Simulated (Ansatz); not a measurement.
# TiSi2 (P6/mmm) in Ansatz: further runs, part 2 of 3

Ansatz 0.2.0.

**4. Projected density of states, LDA+U**

Contents of input.yaml:

```yaml
crystal:
  lattice:
    - [4.37464, 0.0, 0.0]
    - [-2.18732, 3.78855, 0.0]
    - [0.0, 0.0, 2.56101]
  atoms:
    - { symbol: Ti, position: [0.0, 0.0, 0.0] }
    - { symbol: Si, position: [0.33333, 0.66667, 0.5] }
    - { symbol: Si, position: [0.66667, 0.33333, 0.5] }
hamiltonian:
  xc: lda
  pseudopotentials: { kind: paw }
  hubbard: { sites: [{ species: Ti, l: d, u_eff: 2.0 }] }
kpoints:
  mp_grid: { grid: [7, 7, 10] }
scf:
  occupations: { method: fermi_dirac, width: 0.05 }
  n_extra_bands: 7
output:
  forces: true
  stress: true
  eigenvalues: true
  dos: { projected: true, de: 0.05, nscf_kmesh: { grid: [11, 11, 15] } }
```

Potentials or basis: Ansatz PAW.

Run with:

```bash
$ ansatz run input.yaml --threads 2 --pin off --max-ram 5632MiB --backend cpu --events-out ev --progress --plain --runs-dir out
```

Standard output:

```text
Warning: the atoms were moved onto the symmetric positions of the space group found under crystal.symmetry.tolerance 1.0e-5 (fractional; no operation is sought that the atoms, as they stand in a round, miss by more than twice it, and no atom is moved by as much as it), and the run uses the moved positions. Before a round's move an operation carried an atom to 4.37e-5 Å from where it should land, the largest such distance. Atom 1 (counting from 0) moved farthest, by 2.53e-5 Å; the longest move in fractions of the cell, of whichever atom, is 0.47 of the tolerance, in 1 round. To run the atoms as typed, lower crystal.symmetry.tolerance until the operations that they miss are no longer found, or set crystal.symmetry.detect: false (a key that needs symmetry detection or time reversal refuses this as the deck is read). The positions used, in the order of the run's atom list: position: [0.0, 0.0, 0.0]; position: [0.3333333333333333, 0.6666666666666666, 0.5]; position: [0.6666666666666666, 0.3333333333333333, 0.5]; The lattice was moved too: crystal.lattice keeps the space group found at crystal.symmetry.tolerance 1.0e-5 only nearly: the operation that it misses by the most changes a squared length by the fraction 2.87e-7. The run uses the lattice that is a stretch of the typed one, with no rotation, onto the one that keeps every operation to a double's rounding (on a very oblique basis the stretch itself rounds by more); the deck's lattice vector that moved farthest moved by 3.62e-7 Å. To run the lattice as typed, set crystal.symmetry.tolerance under 2.86e-7, the least fraction by which an operation that the lattice misses changes a squared length (the same key also sets how far an atom may lie from its image, so lowering it can lose operations that the atoms keep only within it), or set crystal.symmetry.detect: false, as for the atoms. crystal.lattice made exact, in Å and degrees: [[4.374640362338372, 0.0, 0.0], [-2.187320181169186, 3.7885496862057915, 0.0], [0.0, 0.0, 2.56101]]. Pasted over the deck's crystal.lattice, beside positions in fractional coordinates, it runs the same cell (given as lengths and angles, that cell in the form's own orientation, a rigid turn of the misfit's size from the one run here, for which a checkpoint.post_process_only pass over this run's state can be refused: where this run relaxes nothing, give such a pass this deck's own crystal.lattice, as typed; behind a relaxation, as crystal.lattice, the state's own cell, identity.cell in its checkpoint.json), and a matrix so pasted ends this notice, except on a very skew basis of the lattice, where the rounding of the pasted numbers themselves can read as a misfit: the cell is then moved again, and that move is told again. The lattice as run is in this notice's lattice.as_run_ang field (Run.prep()["deck_notices"] in Python, the deck_notice line of an events file, deck_notices of ansatz run --dry-run=json, or deck_notices in record.json in the deck's checkpoint.write directory).
Warning: RAYON_NUM_THREADS=2 ignored (pool sized by the plan → 2); use --threads N
Ti: projections on atomic orbitals take those of the free atom [Ne] 3s2 3p6 3d2 4s2, of charge +0.00 (hamiltonian.pseudopotentials.projection_atoms); the dataset's partial waves leave at most 4.1e-7 of an orbital's norm unspanned inside its sphere
Si: projections on atomic orbitals take those of the free atom [Ne] 3s2 3p2, of charge +0.00 (hamiltonian.pseudopotentials.projection_atoms); the dataset's partial waves leave at most 6.1e-8 of an orbital's norm unspanned inside its sphere
scf.n_extra_bands = 7 over 10 filled bands (N_el = 20.0): the run solves 17 bands
Engine: ansatz 0.2.0, aarch64-unknown-linux-gnu
Pseudopotentials: kind: paw
Pseudopotential: Ti, paw, valence charge 12, recommended cutoff 420 eV (normal), Ti.paw.azcp
Pseudopotential: Si, paw, valence charge 4, recommended cutoff 420 eV (normal), Si.paw.azcp
Functional definition: SPW92
  exchange = slater_x
  correlation = pw_c
Crystal: 3 atoms, lattice volume = 42.445 Å³
Basis set: ecut = 420 eV, 855 PW (Γ)
Bands: 17, of which v1, the nominal top of the filled ones, is band 10 counted from 1 (9 counted from 0)
Symmetry: 24 space group operations
Space group: P6/mmm (ITA 191), of the structure as read, at distance tolerance 3.5e-5 Å
k-points: 48 of 490
Non-local potential: Ti, projectors of the file, l = 0: 3, l = 1: 2, l = 2: 3, l = 3: 1
Non-local potential: Si, projectors of the file, l = 0: 2, l = 1: 2, l = 2: 2
PAW form: soft (Blöchl's): semilocal exchange-correlation on the pseudo side does not see the compensation charge
PAW frozen core: Ti, regenerated for the run's functional, and the local potential with it (the file was generated under x = pbe(κ = 0.804, μ = 0.2195149727645171), c = pbe(β = 0.06672455060314922))
PAW frozen core: Si, regenerated for the run's functional, and the local potential with it (the file was generated under x = pbe(κ = 0.804, μ = 0.2195149727645171), c = pbe(β = 0.06672455060314922))
PAW one-centre angular grid: Ti, 590 points (default); XC on 64 Gauss nodes
PAW one-centre angular grid: Si, 110 points (default); XC on 64 Gauss nodes
Initial density: superposition of atomic densities (chi_scale 0.1, normalization cell, long waves kept (reshape's long-wave potential 0.00 eV rms))
Initial wavefunctions: pseudopotential atomic-orbital guess
Functional: x = slater, c = lda
SCF iter   1: F=—  HF=-3666.662309 eV  |F-HF|=—  |Δ(HF+E_count)|=         —  Δρ=3.88e-2  dr2=1.14e0  ethr=3.10e-3  ⟨swp⟩=5.1  Hψ=4276  notcnv=0  defer=1
preconditioner: auto → none  [metal: Δε(μ)=0.072 eV  Ē_g=7.903 eV  σ=0.050 eV  W_gap=0.34  n_scr=6 (ndim 8)  ℏωp=19.7 eV  f_vac=0.000  D(μ)=1.47/eV (n_scr^D=8)  sad-step TF]
SCF iter   2: F=—  HF=-3666.576192 eV  |F-HF|=—  |Δ(HF+E_count)|=   8.61e-2  Δρ=2.36e-2  dr2=3.59e-1  ethr=3.10e-3  ⟨swp⟩=2.0  Hψ=1331  notcnv=0  defer=43
SCF iter   3: F=—  HF=-3666.519289 eV  |F-HF|=—  |Δ(HF+E_count)|=   5.69e-2  Δρ=1.82e-2  dr2=2.25e-1  ethr=1.80e-3  ⟨swp⟩=2.0  Hψ=1422  notcnv=0  defer=57
SCF iter   4: F=—  HF=-3666.490048 eV  |F-HF|=—  |Δ(HF+E_count)|=   2.92e-2  Δρ=8.29e-3  dr2=5.40e-2  ethr=1.12e-3  ⟨swp⟩=2.2  Hψ=1309  notcnv=0  defer=56
SCF iter   5: F=—  HF=-3666.485745 eV  |F-HF|=—  |Δ(HF+E_count)|=   4.30e-3  Δρ=1.77e-3  dr2=2.10e-3  ethr=2.70e-4  ⟨swp⟩=2.0  Hψ=1299  notcnv=0  defer=55
SCF iter   6: F=—  HF=-3666.485582 eV  |F-HF|=—  |Δ(HF+E_count)|=   1.63e-4  Δρ=2.85e-4  dr2=4.45e-5  ethr=1.05e-5  ⟨swp⟩=1.4  Hψ=792  notcnv=0  defer=55
SCF iter   7: F=—  HF=-3666.485582 eV  |F-HF|=—  |Δ(HF+E_count)|=   4.61e-7  Δρ=3.15e-5  dr2=3.11e-7  ethr=2.23e-7  ⟨swp⟩=2.3  Hψ=1050  notcnv=0  defer=54
SCF iter   8: F=-3666.485582 eV  HF=-3666.485582 eV  |F-HF|=3.50e-9  |Δ(HF+E_count)|=   2.77e-7  Δρ=4.19e-6  dr2=3.11e-9  ethr=5.00e-10  ⟨swp⟩=8.4  Hψ=3774  notcnv=0
SCF 1 converged in 8 iterations: F = -3666.485582 eV  dr2 = 3.11e-9
NSCF: frozen V_eff on 128 k-points
SCF converged after 8 iterations
Free energy (F): -3666.485582 eV
Harris-Foulkes:  -3666.485582 eV  (|F-HF|=3.50e-9)
Internal energy: -3666.465862 eV  (E = F + TS)
E sigma→0 (E₀):  -3666.475722 eV
Entropy (-TS):   -0.019720 eV (-6.573 meV/atom)
Fermi energy:    12.826424 eV
--- Per-component energies (eV) ---
  E_band       = -110.608013
  E_kinetic    = 360.013603
  E_local      = -1057.972108  (includes V_loc(G=0)·N_el)
  E_nonlocal   = 64.826195
  E_hartree    = 459.928544
  E_xc         = -209.815551
  E_vxc        = -220.590141  (∫ρ·V_xc dr)
  E_hubbard    = 2.093849  (on-site DFT+U / exact-exchange correction)
  E_vhub       = 1.090437  (the Hubbard potential's part of the band-sum identity)
  E_paw        = -1971.379155  (= ΣΔE_a)
  E_vpaw       = -177.833453  (= ΣTr[D̂ρ^β])
  E_aug_tail   = 0.000111  (compensation charges beyond the density's cutoff)
  E_ewald      = -1314.655962
  E_core_change = 0.494612  (= ΣΔE_core)
  E_smearing   = -0.019720  (= −TS)
  E_closure    = -0.000000  (closes the sum)
  Σ components = -3666.485582   (vs F -3666.485582, Δ=0.00e0)
--- Forces (eV/Å), atoms counted from 1 ---
  atom   1  Ti     0.00000000    -0.00000000     0.00000000
  atom   2  Si     0.00000000    -0.00000000     0.00000000
  atom   3  Si     0.00000000     0.00000000    -0.00000000
  max |Σ_I F_I| component: 7.40e-17 eV/Å
--- Stress (GPa, compression-positive) ---
       -4.494082      -0.000000      -0.000000
        0.000000      -4.494082      -0.000000
       -0.000000      -0.000000      -7.237668
  P = ⅓ Tr σ = -5.4086 GPa (-54.086 kbar)
--- Band table (eV; the first three rows and the last of 48) ---
  k-point 0: bands = ["-43.6667", "-20.2977", "-20.2977", "-19.5983", "-0.3483", "7.6578", "7.6578", "7.7007", "11.0536", "11.8227", "11.8227", "15.8255", "15.8255", "16.2034", "16.2034", "18.4010", "19.8155"]
  k-point 1: bands = ["-43.6508", "-20.2840", "-20.2840", "-19.7068", "-0.1230", "7.8549", "7.8549", "7.9129", "11.3252", "11.7428", "11.7428", "15.9044", "15.9044", "16.1542", "16.1542", "17.2118", "18.7255"]
  k-point 2: bands = ["-43.6087", "-20.2480", "-20.2480", "-19.9853", "0.5450", "8.4422", "8.4422", "8.5433", "11.4948", "11.4948", "11.5149", "14.9937", "15.9262", "15.9262", "16.2442", "16.2442", "19.0022"]
  k-point 47: bands = ["-43.4943", "-20.6789", "-20.1605", "-20.1584", "5.7067", "6.6333", "7.7174", "8.4218", "9.7548", "12.5660", "13.2355", "14.2358", "14.2746", "14.8007", "17.4661", "18.3006", "18.7742"]
Occupation matrices written to <dir>
```

dos.tsv:

```text
# E-E_F[eV]	g_bin_mean(E)[states/eV]	N(E)
# format = ansatz-dos/2
# fermi_ev = 12.862542
# fermi_mp_grid = 11 11 15
# fermi_mp_shift = 0 0 0
# nscf_kmesh_grid = 11 11 15
# nscf_kmesh_shift = 0 0 0
# tetrahedron_fermi_ev = 12.867043
# g_bin_mean(E): the states in a bin one row spacing wide, centred on E, divided by that spacing. States that the method places at a single energy (under output.dos.method: tetrahedron, those of a tetrahedron whose four corners have one energy) are counted whole in the row whose bin holds that energy (on the edge of two bins, in the lower row). The sum of g_bin_mean over a run of rows, times the row spacing, is the number of states from half a spacing under the first of them to half a spacing over the last (a plain sum, not the trapezoid rule).
-57.029206	0.000000e0	0.000000e0
-56.979206	0.000000e0	0.000000e0
-56.929206	0.000000e0	0.000000e0
-56.879206	0.000000e0	0.000000e0
-56.829206	0.000000e0	0.000000e0
-56.779206	0.000000e0	0.000000e0
[... 1327 lines left out ...]
9.620794	0.000000e0	3.400000e1
9.670794	0.000000e0	3.400000e1
```

occupation_matrices:

```text
# The occupation matrices of the corrected shells as a run of Ansatz 0.0.0 ended. An entry of
# hamiltonian.hubbard.sites starts from them by `starting_ns: <path of this file>`, where that key's refused
# combinations let it.
# Free energy -3666.485582 eV.
# projection_atom_Ti: [Ne] 3s2 3p6 3d2 4s2
# projection_atom_Si: [Ne] 3s2 3p2
format: ansatz-occupation-matrices/1
state: converged
spin: unpolarized
projectors: all-electron-ortho-atomic
projection_frame: null
lattice: # Å
  - [4.374640362338372, 0.0, 0.0]
  - [-2.187320181169186, 3.7885496862057915, 0.0]
  - [0.0, 0.0, 2.56101]
atoms: # fractions of the lattice vectors
  - {symbol: Ti, position: [0.0, 0.0, 0.0]}
  - {symbol: Si, position: [0.3333333333333333, 0.6666666666666666, 0.5]}
  - {symbol: Si, position: [0.6666666666666666, 0.3333333333333333, 0.5]}
sites: # a site counts the atoms from 0
  - {site: 0, l: d, shell: 3, starting_ns: [{spin: up, occupation_matrix: site0_d}]} # 3.097 electrons, filled orbitals 0
occupation_matrices: # on the real harmonics m = 0, +1, -1, ... of the Cartesian axes; of spinors up first
  site0_d:
    matrix:
      - [0.43723822905994814, -8.673617379884035e-19, -1.0408340855860843e-17, -2.656295322589486e-18, 2.710505431213761e-19]
      - [-8.673617379884035e-19, 0.25704958278039236, -7.589415207398531e-19, -1.5178830414797062e-18, -1.1275702593849246e-17]
      - [-1.0625181290357943e-17, -9.75781955236954e-19, 0.25704958278039225, 6.938893903907228e-18, 0.0]
      - [-2.7647155398380363e-18, -1.0842021724855044e-18, 6.288372600415926e-18, 0.2986461343378078, 1.0842021724855044e-18]
      - [3.7947076036992655e-19, -1.1384122811097797e-17, -4.336808689942018e-19, 8.673617379884035e-19, 0.29864613433780773]
```

Run time: 3.6 s. Hardware: 2 threads of Arm Neoverse V2, shared host; peak memory 0.33 GiB.

What came out:

| Property | Result |
| --- | --- |
| Free energy | -3666.4856 eV |
| Pressure | -5.4 GPa |
| Band gap on the k mesh | none (metal or under the smearing width) |
| Density of states at the Fermi level | 2.15 states/eV per cell |

States per cell in windows of 0.5 eV (zero at the Fermi level; states under -8 eV left out):
| from (eV) | total | Ti 3d | Si 3p | Si 3s | Ti 4s |
| --- | --- | --- | --- | --- | --- |
| -8.0 | 0.31 | 0.04 | 0.11 | 0.15 | 0.00 |
| -7.5 | 0.21 | 0.03 | 0.09 | 0.09 | 0.00 |
| -7.0 | 0.25 | 0.02 | 0.13 | 0.07 | 0.01 |
| -6.5 | 0.36 | 0.03 | 0.22 | 0.08 | 0.02 |
| -6.0 | 0.47 | 0.04 | 0.32 | 0.08 | 0.02 |
| -5.5 | 0.58 | 0.05 | 0.45 | 0.04 | 0.02 |
| -5.0 | 0.51 | 0.06 | 0.38 | 0.04 | 0.01 |
| -4.5 | 0.56 | 0.09 | 0.40 | 0.04 | 0.02 |
| -4.0 | 0.41 | 0.09 | 0.26 | 0.04 | 0.02 |
| -3.5 | 0.76 | 0.17 | 0.48 | 0.07 | 0.03 |
| -3.0 | 0.72 | 0.18 | 0.40 | 0.08 | 0.04 |
| -2.5 | 0.78 | 0.26 | 0.40 | 0.06 | 0.04 |
| -2.0 | 0.62 | 0.24 | 0.29 | 0.05 | 0.02 |
| -1.5 | 0.64 | 0.32 | 0.25 | 0.03 | 0.01 |
| -1.0 | 1.20 | 0.75 | 0.35 | 0.04 | 0.01 |
| -0.5 | 0.82 | 0.51 | 0.17 | 0.07 | 0.03 |
| 0.0 | 0.86 | 0.46 | 0.16 | 0.11 | 0.06 |
| 0.5 | 0.92 | 0.58 | 0.17 | 0.08 | 0.02 |
| 1.0 | 0.93 | 0.58 | 0.17 | 0.09 | 0.03 |
| 1.5 | 1.30 | 0.87 | 0.24 | 0.09 | 0.01 |
| 2.0 | 1.46 | 0.98 | 0.24 | 0.13 | 0.02 |
| 2.5 | 1.78 | 1.30 | 0.24 | 0.13 | 0.04 |
| 3.0 | 1.21 | 0.56 | 0.30 | 0.13 | 0.09 |
| 3.5 | 1.30 | 0.49 | 0.40 | 0.12 | 0.08 |
| 4.0 | 0.79 | 0.22 | 0.28 | 0.06 | 0.03 |
| 4.5 | 0.74 | 0.15 | 0.27 | 0.05 | 0.05 |
| 5.0 | 0.62 | 0.11 | 0.22 | 0.06 | 0.03 |
| 5.5 | 0.64 | 0.10 | 0.25 | 0.06 | 0.03 |
| 6.0 | 0.68 | 0.07 | 0.28 | 0.06 | 0.05 |
| 6.5 | 0.38 | 0.04 | 0.17 | 0.04 | 0.03 |
| 7.0 | 0.16 | 0.01 | 0.09 | 0.02 | 0.02 |
| 7.5 | 0.20 | 0.01 | 0.11 | 0.02 | 0.01 |

Eigenvalues of the final occupation matrices:
```csv
site,spin,trace,eigenvalues
site 1,1,1.55,0.26 0.26 0.30 0.30 0.44
```

Caveat: U without spin polarisation on a metal has little footing; the PAW data sets come from PBE, with cores solved anew for the run's functional, which leaves a small shift of forces and pressure; the U is typed as a test and isn't derived for this compound.

**5. Projected density of states, LDA+U**

input.yaml, as its differences from that of step 4:

```diff
@@ -12,3 +12,3 @@
   pseudopotentials: { kind: paw }
-  hubbard: { sites: [{ species: Ti, l: d, u_eff: 2.0 }] }
+  hubbard: { sites: [{ species: Ti, l: d, u_eff: 3.0 }] }
 kpoints:
```

Run with:

```bash
$ ansatz run input.yaml --threads 2 --pin off --max-ram 5632MiB --backend cpu --events-out ev --progress --plain --runs-dir out
```

Run time: 3.8 s. Hardware: 2 threads of Arm Neoverse V2, shared host; peak memory 0.33 GiB.

The run converged. Its results:

| Property | Result |
| --- | --- |
| Free energy | -3665.4478 eV |
| Pressure | -4.3 GPa |
| Band gap on the k mesh | none (metal or under the smearing width) |
| Density of states at the Fermi level | 2.16 states/eV per cell |

Stress tensor (GPa, compression positive):
```
-3.05  0.00  0.00
 0.00 -3.05  0.00
 0.00  0.00 -6.93
```

Levels at points of the mesh, in eV from the Fermi level:
| k point | band 8 | band 9 | band 10 | band 11 | band 12 | band 13 |
| --- | --- | --- | --- | --- | --- | --- |
| (0.00, 0.00, 0.00) | -5.15 | -1.91 | -1.07 | -1.07 | 3.13 | 3.13 |
| (0.00, 0.00, -0.50) | -2.00 | -0.89 | -0.89 | -0.87 | -0.09 | -0.09 |

States per cell in windows of 1 eV (zero at the Fermi level; states under -8 eV left out):
```tsv
from (eV)	total	Ti 3d	Si 3p	Si 3s	Ti 4s
-8.0	0.50	0.06	0.21	0.22	0.01
-7.0	0.68	0.05	0.41	0.16	0.04
-6.0	1.06	0.09	0.80	0.11	0.04
-5.0	1.03	0.15	0.74	0.08	0.03
-4.0	1.26	0.27	0.77	0.13	0.05
-3.0	1.51	0.47	0.79	0.13	0.07
-2.0	1.38	0.67	0.55	0.07	0.03
-1.0	1.97	1.20	0.47	0.15	0.06
0.0	1.63	0.97	0.31	0.16	0.06
1.0	2.40	1.54	0.45	0.19	0.04
2.0	3.20	2.23	0.46	0.26	0.07
3.0	2.52	1.05	0.71	0.23	0.16
4.0	1.53	0.36	0.53	0.11	0.09
5.0	1.27	0.20	0.49	0.12	0.06
6.0	0.88	0.09	0.38	0.08	0.07
7.0	0.37	0.02	0.20	0.03	0.03
```

Eigenvalues of the final occupation matrices:
```
  site  spin  trace               eigenvalues
site 1     1   1.53  0.24 0.24 0.29 0.29 0.47
```

Caveat: U without spin polarisation on a metal has little footing; the PAW data sets come from PBE, with cores solved anew for the run's functional, which leaves a small shift of forces and pressure; the U is typed as a test and isn't derived for this compound.

[end of part 2 of 3]
